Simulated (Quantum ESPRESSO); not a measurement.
Set up this calculation in Quantum ESPRESSO 7.5, as the native input.

* Task: dielectric tensor
* Functional: PBE
* Potentials or basis: PseudoDojo 0.4.1 SR PBE standard
* Cutoff: 789 eV
* Density cutoff: 3157 eV
* k mesh: 6 × 6 × 2, shifted
* Occupations: fermi-dirac, width 0.05 eV
* Spin: no spin polarisation
* Mixing beta: 0.5
* Most SCF iterations: 120
* SCF threshold: 8e-10 Ry

The system is Cl.

```xyz
4
Lattice="3.1450 -2.2500 0.0000 3.1450 2.2500 0.0000 0.0000 0.0000 8.2100" Properties=species:S:1:pos:R:3 pbc="T T T"
Cl    3.1450    0.5850    3.2840
Cl    3.1450    1.6650    7.3890
Cl    3.1450   -0.5850    4.9260
Cl    3.1450   -1.6650    0.8210
```

One way to write it, as run:

pw.in

```
&CONTROL
  calculation = 'scf'
  prefix = 'pwscf'
  outdir = './tmp'
  pseudo_dir = './pseudo'
  tprnfor = .true.
  tstress = .true.
  disk_io = 'low'
/
&SYSTEM
  ibrav = 0
  celldm(1) = 8
  nat = 4
  ntyp = 1
  ecutwfc = 58
  nbnd = 21
  occupations = 'smearing'
  smearing = 'fd'
  degauss = 0.00367493
/
&ELECTRONS
  conv_thr = 8d-10
  electron_maxstep = 120
  mixing_beta = 0.5
/
ATOMIC_SPECIES
Cl    35.4500 Cl.upf
CELL_PARAMETERS alat
  0.7428985827435  -0.5314854725510   0.0000000000000
  0.7428985827435   0.5314854725510   0.0000000000000
  0.0000000000000   0.0000000000000   1.9393314353972
ATOMIC_POSITIONS crystal
Cl     0.3700000000    0.6300000000    0.4000000000
Cl     0.1300000000    0.8700000000    0.9000000000
Cl     0.6300000000    0.3700000000    0.6000000000
Cl     0.8700000000    0.1300000000    0.1000000000
K_POINTS automatic
6 6 2 1 1 1
```

scf2.in

```
&CONTROL
  calculation = 'scf'
  prefix = 'pwscf'
  outdir = './tmp'
  pseudo_dir = './pseudo'
  tprnfor = .true.
  tstress = .true.
  disk_io = 'low'
/
&SYSTEM
  ibrav = 0
  celldm(1) = 8
  nat = 4
  ntyp = 1
  ecutwfc = 58
  nbnd = 21
  occupations = 'fixed'
/
&ELECTRONS
  conv_thr = 1d-13
  electron_maxstep = 120
  mixing_beta = 0.5
  startingpot = 'file'
  startingwfc = 'file'
/
ATOMIC_SPECIES
Cl    35.4500 Cl.upf
CELL_PARAMETERS alat
  0.7428985827435  -0.5314854725510   0.0000000000000
  0.7428985827435   0.5314854725510   0.0000000000000
  0.0000000000000   0.0000000000000   1.9393314353972
ATOMIC_POSITIONS crystal
Cl     0.3700000000    0.6300000000    0.4000000000
Cl     0.1300000000    0.8700000000    0.9000000000
Cl     0.6300000000    0.3700000000    0.6000000000
Cl     0.8700000000    0.1300000000    0.1000000000
K_POINTS automatic
6 6 2 1 1 1
```

ph.in

```
dielectric of Cl
&INPUTPH
  prefix = 'pwscf'
  outdir = './tmp'
  tr2_ph = 1d-18
  fildyn = 'dyn'
  niter_ph = 90
  alpha_mix(1) = 0.7
  epsil = .true.
  trans = .false.
  zeu = .true.
/
0.0000000000 0.0000000000 0.0000000000
```

Potentials or basis: PseudoDojo 0.4.1 SR PBE standard.

Run with:

```console
$ OMP_NUM_THREADS=1 pw.x -in pw.in > pw.out
$ OMP_NUM_THREADS=1 pw.x -in scf2.in > scf2.out
$ OMP_NUM_THREADS=1 ph.x -in ph.in > ph.out
```

Results of the run:

```
Pressure                                : 0.6 GPa
Largest force                           : 0.095 eV/Å
Electronic dielectric tensor (diagonal) : 2.26, 3.03, 4.18
Born charges (mean of the diagonal)     : Cl +0.00 e
```

It took 8.5 min on 1 thread of Intel(R) Xeon(R) Processor @ 2.50GHz (Skylake/Cascade Lake), on a shared host, peak memory 0.11 GiB.
